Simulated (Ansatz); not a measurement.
# CdS (Greenockite) (P6_3mc) in Ansatz: relaxation of cell and atoms with r2SCANh

Aim: the relaxation of cell and atoms of CdS (Greenockite) with r2SCANh.

Everything below comes from runs of Ansatz 0.2.0. Logs are shortened: lines on timing, memory, paths and dates and some standing lists are left out, and cuts for length are marked.

### 1 The structure

Symmetry: P6_3mc, No. 186, hexagonal system. Conventional cell: a = 4.150 Å, b = 4.150 Å, c = 6.737 Å, α = 90.00°, β = 90.00°, γ = 120.00°. Around Cd (site symmetry 3m) lie 4 S at 2.53 to 2.54 Å. S (site symmetry 3m) is surrounded by 4 Cd at 2.53 to 2.54 Å.

### 2 Relaxation of cell and atoms, r2SCANh

File input.yaml:

```yaml
crystal:
  lattice:
    - [4.15, 0.0, 0.0]
    - [-2.075, 3.5940054257, 0.0]
    - [0.0, 0.0, 6.737]
  atoms:
    - { symbol: Cd, position: [0.6666666667, 0.3333333333, 0.5] }
    - { symbol: Cd, position: [0.3333333333, 0.6666666667, 0.0] }
    - { symbol: S, position: [0.6666666667, 0.3333333333, 0.875] }
    - { symbol: S, position: [0.3333333333, 0.6666666667, 0.375] }
hamiltonian:
  xc: r2scanh
  pseudopotentials: { kind: paw }
kpoints:
  mp_grid: { grid: [4, 4, 2] }
scf:
  occupations: { method: fermi_dirac, width: 0.05 }
output:
  forces: true
  stress: true
relax:
  f_tol: 0.01
  max_steps: 40
  cell: { stress_tol: 0.05 }
```

Potentials or basis: Ansatz PAW.

On the command line:

```sh
$ ansatz run input.yaml --threads 2 --pin off --max-ram 5632MiB --backend cpu --events-out ev --progress --plain --runs-dir out
```

What it wrote:

```text
Warning: RAYON_NUM_THREADS=2 ignored (pool sized by the plan → 2); use --threads N
Engine: ansatz 0.2.0, aarch64-unknown-linux-gnu
Pseudopotentials: kind: paw
Pseudopotential: Cd, paw, valence charge 20, recommended cutoff 500 eV (meta_gga), Cd.paw.azcp
Pseudopotential: S, paw, valence charge 6, recommended cutoff 500 eV (meta_gga), S.paw.azcp
Functional definition: r2SCANh
  parameter a = 0.1
  parameter k0 = 0.174
  parameter k1 = 0.065
  parameter a1 = 4.9479
  exchange = (1 - a)*r2scan_x(k0 = k0, k1 = k1, a1 = a1) + a*exact_x
  correlation = r2scan_c
Crystal: 4 atoms, lattice volume = 100.483 Å³
Basis set: ecut = 500 eV, 2539 PW (Γ), exchange–correlation on 128×128×200 points (64 copies of the dense FFT grid, shifted against one another)
Bands: 32, of which v1, the nominal top of the filled ones, is band 26 counted from 1 (25 counted from 0)
Symmetry: 12 space group operations
Space group: P63mc (ITA 186), of the structure as read, at distance tolerance 4.6e-5 Å
k-points: 8 of 32
Non-local potential: Cd, projectors of the file, l = 0: 3, l = 1: 2, l = 2: 2, l = 3: 1
Non-local potential: S, projectors of the file, l = 0: 2, l = 1: 2, l = 2: 2
PAW form: soft (Blöchl's): semilocal exchange-correlation on the pseudo side does not see the compensation charge
PAW frozen core: Cd, regenerated for the run's functional, and the local potential with it (the file was generated under x = pbe(κ = 0.804, μ = 0.2195149727645171), c = pbe(β = 0.06672455060314922))
PAW frozen core: S, regenerated for the run's functional, and the local potential with it (the file was generated under x = pbe(κ = 0.804, μ = 0.2195149727645171), c = pbe(β = 0.06672455060314922))
PAW one-centre angular grid: Cd, 590 points (default); XC on 160 Gauss nodes
PAW one-centre angular grid: S, 302 points (default); XC on 160 Gauss nodes
Initial density: superposition of atomic densities (neutral atoms: chi_scale 0, normalization atom), corrected by the library's trained network
Initial wavefunctions: pseudopotential atomic-orbital guess
Functional: x = r2scan, c = r2scan; τ floored in thin density (d = 2e-4 eV/Å³), warm-up for x = 0.9 r2scan + 0.1 exact, c = r2scan; τ floored in thin density (d = 2e-4 eV/Å³)
SCF iter   1: F=—  HF=-18351.173964 eV  |F-HF|=—  |Δ(HF+E_count)|=         —  Δρ=5.97e-3  dr2=1.80e-2  dr2_τ=3.33e-2  ethr=1.77e-3  ⟨swp⟩=11.9  Hψ=1233  notcnv=0
preconditioner: auto → none  [insulator: Δε(μ)=1.631 eV  Ē_g=12.351 eV  σ=0.050 eV  W_gap=1.00  n_scr=22 (ndim 8)  ℏωp=22.2 eV  f_vac=0.131  D(μ)=0.00/eV (n_scr^D=0)]
SCF iter   2: F=—  HF=-18351.196616 eV  |F-HF|=—  |Δ(HF+E_count)|=   2.27e-2  Δρ=3.14e-3  dr2=4.18e-3  dr2_τ=8.39e-4  ethr=3.47e-5  ⟨swp⟩=4.1  Hψ=658  notcnv=0  defer=3
SCF iter   3: F=—  HF=-18351.198431 eV  |F-HF|=—  |Δ(HF+E_count)|=   1.82e-3  Δρ=1.21e-3  dr2=1.00e-3  dr2_τ=7.46e-5  ethr=8.05e-6  ⟨swp⟩=3.1  Hψ=591  notcnv=0
iter 4 solved again at ethr=6.09e-9 eV; its pass at ethr=1.92e-6 eV (dr2=3.17e-6 eV) is discarded
SCF iter   4: F=—  HF=-18351.198445 eV  |F-HF|=—  |Δ(HF+E_count)|=   1.42e-5  Δρ=7.26e-5  dr2=2.85e-6  dr2_τ=3.63e-7  ethr=6.09e-9  ⟨swp⟩=4.0  Hψ=1186  notcnv=0
eigensolver tolerance schedule: the retry pair's looser diagonalisation over-reported the residual by 0.11 of it (diagonalisation noise at 0.11 of the residual, at the tolerance the schedule requests for it); recorded, not acted on — ethr = c·dr2/N_el stays at c = 1.0e-1
SCF iter   5: F=—  HF=-18351.198448 eV  |F-HF|=—  |Δ(HF+E_count)|=   2.60e-6  Δρ=2.32e-5  dr2=3.34e-7  dr2_τ=3.25e-8  ethr=5.48e-9  ⟨swp⟩=3.0  Hψ=531  notcnv=0
SCF iter   6: F=—  HF=-18351.198448 eV  |F-HF|=—  |Δ(HF+E_count)|=   2.40e-7  Δρ=6.09e-6  dr2=2.88e-8  dr2_τ=4.39e-9  ethr=6.42e-10  ⟨swp⟩=3.0  Hψ=628  notcnv=0
SCF iter   7: F=—  HF=-18351.198448 eV  |F-HF|=—  |Δ(HF+E_count)|=   4.41e-9  Δρ=6.50e-7  dr2=2.31e-10  dr2_τ=2.93e-11  ethr=5.54e-11  ⟨swp⟩=3.0  Hψ=608  notcnv=0
SCF iter   8: F=-18351.198448 eV  HF=-18351.198448 eV  |F-HF|=7.28e-12  |Δ(HF+E_count)|=  9.09e-11  Δρ=1.57e-7  dr2=2.59e-11  dr2_τ=1.66e-12  ethr=1.41e-12 (applied; sched 1.00e-12)  ⟨swp⟩=3.0  Hψ=513  notcnv=0
SCF 1 converged in 8 iterations: F = -18351.198448 eV  dr2 = 2.59e-11
Initial density: handed on by an earlier stage of this run
Initial wavefunctions: those handed on with the density
Functional: x = 0.9 r2scan + 0.1 exact, c = r2scan; τ floored in thin density (d = 2e-4 eV/Å³)
Frozen-core exchange: fock
iter 1 solved again at ethr=1.51e-6 eV; its pass at ethr=1.00e-1 eV (dr2=7.85e-4 eV) is discarded
SCF iter   1: F=—  HF=-18350.853687 eV  |F-HF|=—  |Δ(HF+E_count)|=         —  Δρ=1.51e-3  dr2=1.82e-3  dr2_τ=2.86e-4  ethr=1.51e-6  ⟨swp⟩=5.9  Hψ=1433  notcnv=0
eigensolver tolerance schedule calibrated: the retry pair's looser diagonalisation under-reported the residual by θ = 0.53 (0.11/decade); ethr = c·dr2/N_el runs at the constant in force after the calibration composes with the one it found (an armed cap, an earlier calibration), c = 8.4e-2
preconditioner: auto → none  [insulator: Δε(μ)=2.243 eV  Ē_g=13.306 eV  σ=0.050 eV  W_gap=1.00  n_scr=22 (ndim 8)  ℏωp=22.2 eV  f_vac=0.130  D(μ)=0.00/eV (n_scr^D=0)]
SCF iter   2: F=—  HF=-18350.853464 eV  |F-HF|=—  |Δ(HF+E_count)|=   2.23e-4  Δρ=6.25e-4  dr2=1.87e-4  dr2_τ=5.23e-5  ethr=1.51e-6  ⟨swp⟩=3.6  Hψ=643  notcnv=0
SCF iter   3: F=—  HF=-18350.854265 eV  |F-HF|=—  |Δ(HF+E_count)|=   8.01e-4  Δρ=3.41e-4  dr2=7.42e-5  dr2_τ=3.98e-6  ethr=2.27e-7  ⟨swp⟩=4.0  Hψ=678  notcnv=0
[... 85 lines left out ...]
relax step   3: F+E_penalty+E_count = -18350.85587273 eV  Δ(F+E_penalty+E_count) = -1.678e-4 eV  max|allowed force component| = 8.237e-3 eV/Å  Δτ_max = 0.0026 Å  P = -0.021 GPa  Ω = 101.299 Å³  energy of the carried Pulay correction = -3.607e-4 eV  (14 SCF iters, accepted)
Frozen-core exchange: fock
iter 1 solved again at ethr=7.43e-11 eV; its pass at ethr=1.00e-1 eV (dr2=3.87e-8 eV) is discarded
SCF iter   1: F=—  HF=-18350.856201 eV  |F-HF|=—  |Δ(HF+E_count)|=         —  Δρ=1.60e-5  dr2=3.45e-8  dr2_τ=4.12e-7  ethr=7.43e-11  ⟨swp⟩=19.6  Hψ=2039  notcnv=7  reapply=5
preconditioner: auto → none  [insulator: Δε(μ)=2.657 eV  Ē_g=13.417 eV  σ=0.050 eV  W_gap=1.00  n_scr=22 (ndim 8)  ℏωp=22.1 eV  f_vac=0.133  D(μ)=0.00/eV (n_scr^D=0)]
SCF iter   2: F=—  HF=-18350.856201 eV  |F-HF|=—  |Δ(HF+E_count)|=   1.12e-7  Δρ=7.75e-6  dr2=1.04e-8  dr2_τ=9.58e-9  ethr=6.04e-11  ⟨swp⟩=3.2  Hψ=500  notcnv=0  defer=3
SCF iter   3: F=—  HF=-18350.856201 eV  |F-HF|=—  |Δ(HF+E_count)|=   2.13e-8  Δρ=1.09e-6  dr2=7.78e-10  dr2_τ=1.10e-10  ethr=1.40e-11  ⟨swp⟩=3.1  Hψ=591  notcnv=0  defer=1
SCF iter   4: F=—  HF=-18350.856201 eV  |F-HF|=—  |Δ(HF+E_count)|=   5.19e-9  Δρ=6.10e-7  dr2=2.36e-10  dr2_τ=2.95e-11  ethr=2.04e-12 (applied; sched 1.44e-12)  ⟨swp⟩=3.9  Hψ=609  notcnv=0  defer=28
SCF iter   5: F=-18350.856201 eV  HF=-18350.856201 eV  |F-HF|=1.46e-11  |Δ(HF+E_count)|=  4.37e-11  Δρ=1.44e-7  dr2=9.10e-12  dr2_τ=2.99e-12  ethr=1.57e-12 (applied; sched 1.00e-12)  ⟨swp⟩=3.6  Hψ=513  notcnv=0
SCF 10 converged in 5 iterations: F = -18350.856201 eV  dr2 = 9.10e-12
  Residual-converged pass: ⟨swp⟩=3.6  Hψ=632  notcnv=0  max |occ|·‖R‖ = 1.3e-7 eV (tolerance 1.3e-7 eV)  dr2=5.81e-12  dr2_τ=3.36e-12  dr2_onsite=2.41e-12  max |Δocc| = 2.6e-15
hybrid outer 1: dexx = +1.899e-7 eV, tail = 8.32e-10 eV
Frozen-core exchange: fock
SCF iter   1: F=—  HF=-18350.856201 eV  |F-HF|=—  |Δ(HF+E_count)|=         —  Δρ=2.77e-7  dr2=3.57e-11  dr2_τ=1.36e-11  ethr=8.00e-12  ⟨swp⟩=15.2  Hψ=863  notcnv=0
preconditioner: auto → none  [insulator: Δε(μ)=2.236 eV  Ē_g=13.255 eV  σ=0.050 eV  W_gap=1.00  n_scr=22 (ndim 8)  ℏωp=22.1 eV  f_vac=0.133  D(μ)=0.00/eV (n_scr^D=0)]
SCF iter   2: F=-18350.856201 eV  HF=-18350.856201 eV  |F-HF|=3.64e-12  |Δ(HF+E_count)|=  3.64e-12  Δρ=3.95e-8  dr2=9.02e-13  dr2_τ=3.78e-13  ethr=1.28e-12 (applied; sched 1.00e-12)  ⟨swp⟩=2.0  Hψ=464  notcnv=0
SCF 11 converged in 2 iterations: F = -18350.856201 eV  dr2 = 9.02e-13
  Residual-converged pass: ⟨swp⟩=3.0  Hψ=594  notcnv=0  max |occ|·‖R‖ = 8.3e-8 eV (tolerance 1.3e-7 eV)  dr2=5.57e-13  dr2_τ=3.57e-13  dr2_onsite=4.25e-13  max |Δocc| = 2.3e-22
hybrid outer 2: dexx = +1.410e-12 eV, tail = 3.09e-12 eV, Δε = 4.68e-6 eV (about 4.10e-7 eV left of the loop's levels), ΔF = 1.15e-6 eV/Å (tail 2.57e-5)
relax step   4: F+E_penalty+E_count = -18350.85620085 eV  Δ(F+E_penalty+E_count) = -3.281e-4 eV  max|allowed force component| = 8.232e-3 eV/Å  Δτ_max = 0.0000 Å  P = -0.018 GPa  Ω = 101.299 Å³  stress off target by 2.98e-2 GPa  SCF on the basis re-selected at this cell (its energy is not comparable with the rows above)  (7 SCF iters)
basis re-selected at this cell: Δ(F+E_penalty+E_count) = -3.281e-4 eV, ΔP = +0.003 GPa vs the last step (what re-selecting the basis moved, of the pressure what is left beyond the Pulay correction that the steps carried, after the strain that the cell walked since its last selection, with what the two solves' SCF thresholds leave and, on support functions, any second-order correction that the steps lacked; it is no measure of the basis error at this ecutwfc). This SCF's stress stands 2.98e-2 GPa from its target on what of the cell is left free (relax.cell.stress_tol is 5.00e-2 GPa) and its largest allowed force component is 8.23e-3 eV/Å (relax.f_tol is 1.00e-2 eV/Å): within both
hybrid SCF converged: 2 outer / 7 inner (+0 warm-up), last move |dexx| = 1.41e-12 eV, tail = 3.09e-12 eV
Stability not checked: this state was not tested for a lower state beside it, because the functional holds exact exchange (a hybrid, or Hartree-Fock), whose exchange loop this test does not read (fock_operator; see scf.lower_state_search)
Free energy (F): -18350.856201 eV
Frozen-core exchange: fock
Harris-Foulkes:  -18350.856201 eV  (|F-HF|=3.64e-12)
Internal energy: -18350.856201 eV  (E = F + TS)
E sigma→0 (E₀):  -18350.856201 eV
Fermi energy:    7.134071 eV
--- Per-component energies (eV) ---
  E_band       = -1132.730623
  E_kinetic    = 1224.764604
  E_local      = -8102.878898  (includes V_loc(G=0)·N_el)
  E_nonlocal   = 126.164586
  E_hartree    = 3722.648839
  E_xc         = -472.919621
  E_vxc        = -615.643068  (∫ρ·V_xc dr)
  E_exx        = -88.362202  (= α·E_x^exact, valence–valence)
  E_paw        = -9390.739682  (= ΣΔE_a)
  E_vpaw       = -1071.533983  (= ΣTr[D̂ρ^β])
  E_aug_tail   = 0.000013  (compensation charges beyond the density's cutoff)
  E_vtau       = 37.822938  (kinetic-family band-sum trace: ∫τ·v_τ [+ j·A + Jᵃ·Aᵃ] dr)
  E_ewald      = -5367.812111
  E_core_change = -1.721729  (= ΣΔE_core)
  E_smearing   = -0.000000  (= −TS)
  E_closure    = -0.000000  (closes the sum)
  Σ components = -18350.856201   (vs F -18350.856201, Δ=0.00e0)
--- Forces (eV/Å), atoms counted from 1 ---
  atom   1  Cd     0.00000000    -0.00000000    -0.00822832
  atom   2  Cd    -0.00000000     0.00000000    -0.00822832
  atom   3  S      0.00000000    -0.00000000     0.00823664
  atom   4  S      0.00000000     0.00000000     0.00823664
  max |Σ_I F_I| component: 1.66e-5 eV/Å
--- Stress (GPa, compression-positive) ---
       -0.029769       0.000000      -0.000000
        0.000000      -0.029769      -0.000000
       -0.000000      -0.000000       0.005600
  P = ⅓ Tr σ = -0.0180 GPa (-0.180 kbar)
--- Band table (eV; the first three rows and the last of 8) ---
  k-point 0: bands = ["-99.7528", "-99.7528", "-59.4881", "-59.4877", "-59.4873", "-59.4873", "-59.4873", "-59.4873", "-7.1591", "-6.7299", "-2.3774", "-2.3689", "-2.3689", "-2.2828", "-2.2828", "-1.9560", "-1.9560", "-1.8708", "-1.8708", "-1.5104", "1.5570", "5.2183", "5.2183", "5.9601", "5.9931", "5.9931", "8.2288", "9.8540", "13.6458"]
  k-point 1: bands = ["-99.7528", "-99.7528", "-59.4879", "-59.4879", "-59.4873", "-59.4873", "-59.4873", "-59.4873", "-6.9392", "-6.9392", "-2.3321", "-2.3321", "-2.3321", "-2.3321", "-2.1291", "-2.1291", "-1.9081", "-1.9081", "-1.9081", "-1.9081", "3.5197", "3.5197", "5.5932", "5.5932", "5.5932", "5.5932", "9.9017", "9.9017", "13.2760"]
  k-point 2: bands = ["-99.7529", "-99.7528", "-59.4881", "-59.4877", "-59.4874", "-59.4874", "-59.4874", "-59.4873", "-6.9667", "-6.6544", "-2.3161", "-2.3002", "-2.2069", "-2.1778", "-2.1545", "-1.9914", "-1.9438", "-1.9207", "-1.8553", "-1.3878", "1.9397", "3.5166", "4.0620", "4.6048", "5.5029", "5.6102", "10.0183", "11.0816", "12.5499"]
  k-point 7: bands = ["-99.7528", "-99.7528", "-59.4879", "-59.4879", "-59.4875", "-59.4875", "-59.4874", "-59.4874", "-6.6670", "-6.6670", "-2.2087", "-2.2087", "-2.1705", "-2.1705", "-1.9966", "-1.9966", "-1.9033", "-1.9033", "-1.4931", "-1.4931", "2.0956", "2.0956", "3.9264", "3.9264", "4.8058", "4.8058", "11.3647", "11.3647", "12.9320"]
  guard bands above this table: 3 of the run's 32 bands. The solve was not asked for them (output.publish_guard_bands: true or output.eigenvalues: true publishes all)
--- Relaxed structure (3 steps of the walk, 3 accepted, 1 SCFs on fresh bases) ---
  F+E_penalty+E_count = -18350.85620085 eV   max|allowed force component| = 8.232e-3 eV/Å   (the final SCF, on the basis selected at the relaxed cell)
  cell:  # Å, volume = 101.2994 Å³
    - [4.162895894807195, 0.0, 3.0508102219262492e-18]
    - [-2.0814479474035976, 3.6051735982129833, -1.5254051109631238e-18]
    - [4.95260444942955e-18, 7.442370864472132e-34, 6.7497098493730805]
  atoms:
    - { symbol: Cd, position: [0.6666666666666666, 0.33333333333333326, 0.4990712593099176] }
    - { symbol: Cd, position: [0.33333333333333326, 0.6666666666666665, -0.0009287406900824679] }
    - { symbol: S, position: [0.6666666666666666, 0.33333333333333326, 0.8759287406900825] }
    - { symbol: S, position: [0.33333333333333326, 0.6666666666666665, 0.3759287406900824] }
```

Wall time 98 s (2 threads of Arm Neoverse V1, shared host); peak memory 1.3 GiB.

What came out:

```yaml
Free_energy: -18350.8562 eV
Relaxed_volume: 25.32 Å³/atom
Relaxed_cell: a = 4.163 Å, b = 4.163 Å, c = 6.750 Å, α = 90.00°, β = 90.00°, γ = 120.00°
Space_group_after_relaxing_to_0.05_Å: P6_3mc (No. 186)
Energy_gained_by_relaxing: 0.5 meV/atom
Ionic_steps: 4
Pressure_after_relaxing: 0.0 GPa
Largest_force_after_relaxing: 0.008 eV/Å
Band_gap_on_the_k_mesh: 2.24 eV, direct
```

Forces on the atoms (eV/Å):
```
Cd   0.000  0.000 -0.008
Cd   0.000  0.000 -0.008
S    0.000  0.000  0.008
S    0.000  0.000  0.008
```

Step by step:
| step | energy change (eV) | largest force (eV/Å) | volume (Å³) |
| --- | --- | --- | --- |
| 1 | 0.0000 | 0.0614 | 100.48 |
| 2 | -0.0014 | 0.0243 | 101.34 |
| 3 | -0.0016 | 0.0082 | 101.30 |
| 4 | -0.0019 | 0.0082 | 101.30 |

Final structure:
```cif
data_structure
_symmetry_space_group_name_H-M 'P 1'
_symmetry_Int_Tables_number 1
_cell_length_a 4.1629
_cell_length_b 4.1629
_cell_length_c 6.7497
_cell_angle_alpha 90.000
_cell_angle_beta 90.000
_cell_angle_gamma 120.000
_cell_volume 101.30
loop_
_atom_site_label
_atom_site_type_symbol
_atom_site_fract_x
_atom_site_fract_y
_atom_site_fract_z
_atom_site_occupancy
Cd1 Cd 0.66667 0.33333 0.49907 1
Cd2 Cd 0.33333 0.66667 0.99907 1
S1 S 0.66667 0.33333 0.87593 1
S2 S 0.33333 0.66667 0.37593 1
```

Levels at points of the mesh, in eV from the valence-band top:
| k point | band 24 | band 25 | band 26 | band 27 | band 28 | band 29 |
| --- | --- | --- | --- | --- | --- | --- |
| (0.00, 0.00, 0.00) | -0.03 | 0.00 | 0.00 | 2.24 | 3.86 | 7.65 |
| (0.00, 0.00, -0.50) | -0.40 | -0.40 | -0.40 | 3.91 | 3.91 | 7.28 |
| (0.00, -0.50, 0.00) | -1.91 | -1.30 | -0.76 | 4.82 | 4.88 | 6.05 |
| (0.00, -0.50, -0.50) | -1.37 | -1.33 | -1.33 | 4.51 | 4.51 | 6.46 |

Caveat: the k mesh is coarse (spacing up to 0.47 Å⁻¹), so the values aren't converged, least of all with exact exchange; the plane-wave basis is chosen anew once the cell has moved, so the energies of steps on either side of that aren't comparable; the PAW data sets come from PBE, with cores solved anew for the run's functional, which leaves a small shift of forces and pressure.
